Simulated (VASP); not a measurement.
# Ho (Im-3m) in VASP: further runs

Runs on Ho. Level: LDA. Tasks: single point.

All numbers are computed with VASP 6.6.1; they aren't measurements. Logs are shortened: lines on timing, memory, paths and dates and some standing lists are left out, and cuts for length are marked.

## 1. Starting point

The structure is cubic, space group Im-3m (No. 229). The conventional cell has a = 3.981 Å, b = 3.981 Å, c = 3.981 Å, α = 90.00°, β = 90.00°, γ = 90.00°. Ho (site symmetry m-3m) is surrounded by 8 Ho at 3.45 Å.

This isn't the form of Ho at room conditions, which is hcp.

## 2. Single point, LDA, collinear spin, ferromagnetic start

Contents of INCAR:

```
PREC = Normal
ENCUT = 460
EDIFF = 1E-6
ISMEAR = 1
SIGMA = 0.15
LREAL = F
LASPH = T
NELM = 100
ALGO = Normal
ISIF = 2
LWAVE = F
LCHARG = F
ISPIN = 2
MAGMOM = 4
LORBIT = 11
LMAXMIX = 6
GGA = CA
NBANDS = 20
ADDGRID = F
```

Contents of KPOINTS:

```
Automatic mesh
0
Gamma
  5 5 5
```

Contents of POSCAR:

```
Ho
1.0
   -1.9905175072      1.9905175072      1.9905175072
    1.9905175072     -1.9905175072      1.9905175072
    1.9905175072      1.9905175072     -1.9905175072
Ho
1
Direct
    0.0000000000      0.0000000000      0.0000000000
```

Potentials or basis: VASP PAW PBE potentials, release 64 (Ho).

On the command line:

```sh
$ cat potpaw_PBE.64/Ho/POTCAR > POTCAR
$ mpirun -np 1 vasp_std > vasp.out
```

OUTCAR:

```text
PREC = Normal
   ENCUT = 460
   EDIFF = 1E-6
   ISMEAR = 1
   LREAL = F
   LASPH = T
   NELM = 100
   ISIF = 2
   ISPIN = 2
   LORBIT = 11
   GGA = CA

 Found     10 irreducible k-points:

 Following reciprocal coordinates:
            Coordinates               Weight
  0.000000  0.000000  0.000000      1.000000
  0.200000  0.000000  0.000000     12.000000
  0.400000  0.000000  0.000000     12.000000
  0.200000  0.200000  0.000000     24.000000
  0.400000  0.200000 -0.000000     24.000000
  0.200000  0.200000  0.200000      8.000000
   k-points           NKPTS =     10   k-points in BZ     NKDIM =     10   number of bands    NBANDS=     20
   number of dos      NEDOS =    301   number of ions     NIONS =      1
   total plane-waves  NPLWV =   5832
   dimension x,y,z NGX =    18 NGY =   18 NGZ =   18
   dimension x,y,z NGXF=    36 NGYF=   36 NGZF=   36
   ions per type =               1
   NGX,Y,Z   is equivalent  to a cutoff of   8.68,  8.68,  8.68 a.u.
   NGXF,Y,Z  is equivalent  to a cutoff of  17.36, 17.36, 17.36 a.u.
 SYSTEM =  unknown system
   PREC   = normal    normal or accurate (medium, high low for compatibility)
   ISTART =      0    job   : 0-new  1-cont  2-samecut
   ICHARG =      2    charge: 1-file 2-atom 10-const
   ISPIN  =      2    spin polarized calculation?
   LNONCOLLINEAR =      F non collinear calculations
   LSORBIT =      F    spin-orbit coupling
   LASPH  =      T    aspherical Exc in radial PAW
   ENCUT  =  460.0 eV  33.81 Ry    5.81 a.u.   6.03  6.03  6.03*2*pi/ulx,y,z
   NELM   =    100;   NELMIN=  2; NELMDL= -5     # of ELM steps
   EDIFF  = 0.1E-05   stopping-criterion for ELM
   LREAL  =      F    real-space projection
   EDIFFG = 0.1E-04   stopping-criterion for IOM
   NSW    =      0    number of steps for IOM
   IBRION =     -1    ionic relax: 0-MD 1-quasi-New 2-CG
   NFREE  =      0    steps in history (QN), initial steepest desc. (CG)
   ISIF   =      2    stress and relaxation
   ISYM   =      2    0-nonsym 1-usesym 2-fastsym
   POTIM  = 0.5000    time-step for ionic-motion
   TEBEG  =    0.0;   TEEND  =   0.0 temperature during run
   PSTRESS=    0.0 pullay stress
   NELECT =      21.0000    total number of electrons
   NUPDOWN=      -1.0000    fix difference up-down
   EMIN   =  10.00;   EMAX   =-10.00  energy-range for DOS
   EFERMI =   0.00;   METHOD = LEGACY
   ISMEAR =     1;   SIGMA  =   0.15  broadening in eV -4-tet -1-fermi 0-gaus
   EFERMI_NEDOS =   21; number of points for ismear=-14 and -15
   IALGO  =     38    algorithm
   IMIX   =      4    mixing-type and parameters
     AMIX     =   0.40;   BMIX     =  1.00
     AMIX_MAG =   1.60;   BMIX_MAG =  1.00
  volume/ion in A,a.u.               =      31.55       212.89
  Fermi-wavevector in a.u.,A,eV,Ry     =   1.429427  2.701225 27.800255  2.043261
  Thomas-Fermi vector in A             =   2.549382
   LORBIT       =     11    0 simple, 1 ext, 2 COOP (PROOUT), +10 PAW based schemes
   GGA     = CA    functional components
   LHFCALC =     F    Hartree Fock is set to
   AEXX    =    0.0000 exact exchange contribution
   IVDW    =     0    specifies the selected vdW correction
   LEPSILON=     F    determine dielectric tensor
   LRPA    =     F    only Hartree local field effects (RPA)
 spin polarized calculation
 Methfessel and Paxton  Order N= 1 SIGMA  =   0.15
  energy-cutoff  :      460.00
  volume of cell :       31.55
 maximum number of plane-waves:       713
   NGX = 13   NGY = 13   NGZ = 13

 number of electron      20.9999879 magnetization       3.2511386

 Free energy of the ion-electron system (eV)
  ---------------------------------------------------
  ext. energy  EPLUGINS =         0.00000000
  ---------------------------------------------------
  free energy    TOTEN  =        -6.38823794 eV

  energy without entropy =       -6.36404328  energy(sigma->0) =       -6.38017306

 E-fermi :   2.4311     XC(G=0): -10.3899

 val. band max:        2.4210965446   @ k =  -0.4000  -0.4000   0.2000
 cond. band min:       2.4509600495   @ k =   0.4000   0.2000  -0.0000
 fundamental gap:      0.0298635049
 Fermi energy:         2.4310621804

 spin component 1

 k-point     1 :       0.0000    0.0000    0.0000
  band No.  band energies     occupation
      1     -45.4620      1.00000
      2     -20.3291      1.00000
      3     -20.3291      1.00000
      4     -20.3291      1.00000
      5      -2.7958      1.00000
      6      -0.3035      1.00000
[... 12 lines left out ...]
     19      13.6413      0.00000
     20      13.6413      0.00000

 k-point     2 :       0.2000    0.0000    0.0000
  band No.  band energies     occupation
      1     -45.4430      1.00000
      2     -20.5728      1.00000
      3     -20.4055      1.00000
      4     -20.3305      1.00000
      5      -1.7079      1.00000
      6      -0.3534      1.00000
[... 12 lines left out ...]
     19      15.3610      0.00000
     20      15.6179      0.00000

 k-point     3 :       0.4000    0.0000    0.0000
  band No.  band energies     occupation
      1     -45.4120      1.00000
      2     -20.9413      1.00000
      3     -20.5260      1.00000
      4     -20.3327      1.00000
      5      -0.4154      1.00000
      6      -0.2506      1.00000
[... 12 lines left out ...]
     19      11.9990      0.00000
     20      15.4704      0.00000

 k-point     4 :       0.2000    0.2000    0.0000
  band No.  band energies     occupation
      1     -45.4180      1.00000
      2     -20.8186      1.00000
      3     -20.5127      1.00000
      4     -20.3827      1.00000
      5      -0.4344      1.00000
      6      -0.2304      1.00000
[... 12 lines left out ...]
     19      14.6809      0.00000
     20      14.8812      0.00000

 k-point     5 :       0.4000    0.2000   -0.0000
  band No.  band energies     occupation
      1     -45.4024      1.00000
      2     -20.9199      1.00000
      3     -20.6411      1.00000
      4     -20.3974      1.00000
      5      -0.4410      1.00000
      6      -0.2490      1.00000
[... 12 lines left out ...]
     19      12.6913      0.00000
     20      14.1439      0.00000

 k-point     6 :       0.2000    0.2000    0.2000
  band No.  band energies     occupation
      1     -45.4056      1.00000
      2     -20.8347      1.00000
      3     -20.5553      1.00000
      4     -20.5553      1.00000
      5      -0.4424      1.00000
      6      -0.2298      1.00000
[... 12 lines left out ...]
     19      12.9748      0.00000
     20      12.9748      0.00000

 [... further k-points ...]

 spin component 2

 k-point     1 :       0.0000    0.0000    0.0000
  band No.  band energies     occupation
      1     -44.1236      1.00000
      2     -19.3581      1.00000
      3     -19.3581      1.00000
      4     -19.3581      1.00000
      5      -2.7852      1.00000
      6       2.0598      1.00129
[... 12 lines left out ...]
     19      13.6452      0.00000
     20      13.6452      0.00000

 k-point     2 :       0.2000    0.0000    0.0000
  band No.  band energies     occupation
      1     -44.1021      1.00000
      2     -19.6316      1.00000
      3     -19.4423      1.00000
      4     -19.3600      1.00000
      5      -1.6727      1.00000
      6       2.0411      1.00073
[... 12 lines left out ...]
     19      15.5899      0.00000
     20      15.6486      0.00000

 k-point     3 :       0.4000    0.0000    0.0000
  band No.  band energies     occupation
      1     -44.0672      1.00000
      2     -20.0413      1.00000
      3     -19.5748      1.00000
      4     -19.3631      1.00000
      5       0.1422      1.00000
      6       2.1045      1.00433
[... 12 lines left out ...]
     19      12.3646      0.00000
     20      15.7478      0.00000

 k-point     4 :       0.2000    0.2000    0.0000
  band No.  band energies     occupation
      1     -44.0739      1.00000
      2     -19.9046      1.00000
      3     -19.5622      1.00000
      4     -19.4180      1.00000
      5       0.0403      1.00000
      6       2.0134      1.00030
[... 12 lines left out ...]
     19      14.9314      0.00000
     20      15.0746      0.00000

 k-point     5 :       0.4000    0.2000   -0.0000
  band No.  band energies     occupation
      1     -44.0564      1.00000
      2     -20.0168      1.00000
      3     -19.7048      1.00000
      4     -19.4345      1.00000
      5       1.1548      1.00000
      6       2.1083      1.00475
[... 12 lines left out ...]
     19      12.9056      0.00000
     20      14.3965      0.00000

 k-point     6 :       0.2000    0.2000    0.2000
  band No.  band energies     occupation
      1     -44.0599      1.00000
      2     -19.9224      1.00000
      3     -19.6114      1.00000
      4     -19.6114      1.00000
      5       1.9025      1.00000
      6       2.1657      1.01566
[... 12 lines left out ...]
     19      13.2400      0.00000
     20      13.2400      0.00000

 [... further k-points ...]

------------------------ aborting loop because EDIFF is reached ----------------------------------------

  FORCE on cell =-STRESS in cart. coord.  units (eV):
  Direction    XX          YY          ZZ          XY          YZ          ZX
  --------------------------------------------------------------------------------------
  -------------------------------------------------------------------------------------
  Total       -0.5213938     -0.5213938     -0.5213938     -0.0000000      0.0000000     -0.0000000
  in kB      -26.4800309    -26.4800309    -26.4800309     -0.0000000      0.0000000     -0.0000000
  external PRESSURE =     -26.4800309 kB  Pullay stress =       0.0000000 kB

 VOLUME and BASIS-vectors are now :
 -----------------------------------------------------------------------------
  energy-cutoff  :      460.00
  volume of cell :       31.55
      direct lattice vectors                 reciprocal lattice vectors
    -1.990517507  1.990517507  1.990517507     0.000000000  0.251190958  0.251190958
     1.990517507 -1.990517507  1.990517507     0.251190958  0.000000000  0.251190958
     1.990517507  1.990517507 -1.990517507     0.251190958  0.251190958  0.000000000

 POSITION                                       TOTAL-FORCE (eV/Angst)
 -----------------------------------------------------------------------------------
      0.00000      0.00000      0.00000         0.000000     -0.000000     -0.000000
 -----------------------------------------------------------------------------------
    total drift:                                0.000000     -0.000000      0.000000

  FREE ENERGIE OF THE ION-ELECTRON SYSTEM (eV)
  ---------------------------------------------------
  free  energy   TOTEN  =        -6.3882379418 eV

  energy  without entropy=       -6.3640432836  energy(sigma->0) =       -6.38017306

 total charge

# of ion       s       p       d       f       tot
--------------------------------------------------
    1        2.125   5.689   0.386  10.379  18.579

 magnetization (x)

# of ion       s       p       d       f       tot
--------------------------------------------------
    1        0.003  -0.031  -0.028   3.381   3.326
```

It took 32 s on 1 thread of Intel Xeon Platinum 8375C at 2.90GHz (Ice Lake), shared host; peak memory 0.13 GiB.

These settings aren't checked as converged: the numbers below hold their error.

What came out:

```yaml
Free_energy: -6.3882 eV
Pressure: -2.6 GPa
Band_gap_on_the_k_mesh: none (metal or under the smearing width)
Net_moment: 3.25 μB per cell
Site_moments: Ho +3.33 μB
Valence_electrons_inside_the_program's_atomic_spheres: Ho 18.58
```

Caveat: the k mesh is coarse (spacing up to 0.45 Å⁻¹), so the values aren't converged; the magnetic or orbital state may not be the lowest; the PAW data sets were made with another functional, which shifts forces and pressure a little; spin-orbit coupling is left out, which moves the levels of the heavy elements.

## 3. Single point, LDA, collinear spin, ferromagnetic start

Changes to INCAR since step 2:

```diff
@@ -1,2 +1,2 @@
-PREC = Normal
+PREC = Accurate
 ENCUT = 460
@@ -5,3 +5,3 @@
 SIGMA = 0.15
-LREAL = F
+LREAL = Auto
 LASPH = T
```

KPOINTS is that of step 2.

POSCAR is that of step 2.

Potentials or basis: VASP PAW PBE potentials, release 64 (Ho).

On the command line:

```sh
$ cat potpaw_PBE.64/Ho/POTCAR > POTCAR
$ mpirun -np 1 vasp_std > vasp.out
```

Wall time 66 s (1 thread of Intel Xeon Platinum 8375C at 2.90GHz (Ice Lake), shared host); peak memory 0.14 GiB.

These settings aren't checked as converged: the numbers below hold their error.

What came out:

```
Free energy                                           : -6.3885 eV
Pressure                                              : -5.4 GPa
Band gap on the k mesh                                : none (metal or under the smearing width)
Net moment                                            : 3.26 μB per cell
Site moments                                          : Ho +3.32 μB
Valence electrons inside the program's atomic spheres : Ho 18.59
```

Caveat: the k mesh is coarse (spacing up to 0.45 Å⁻¹), so the values aren't converged; the magnetic or orbital state may not be the lowest; the PAW data sets were made with another functional, which shifts forces and pressure a little; spin-orbit coupling is left out, which moves the levels of the heavy elements.

## 4. The reference run

An earlier run on the cell as given: functional PBE; potentials or basis VASP PAW PBE potentials, release 64 (Ho); cutoff 520 eV; k mesh 9 × 9 × 9; occupations fermi-dirac, width 0.05 eV; collinear spin, ferromagnetic start; starting moments [4.0] μB.

- Pressure: 2.4 GPa
- Band gap on the k mesh: none (metal or under the smearing width)
- Net moment: 3.64 μB per cell
- Site moments: Ho +3.52 μB
- Valence electrons inside the program's atomic spheres: Ho 18.55
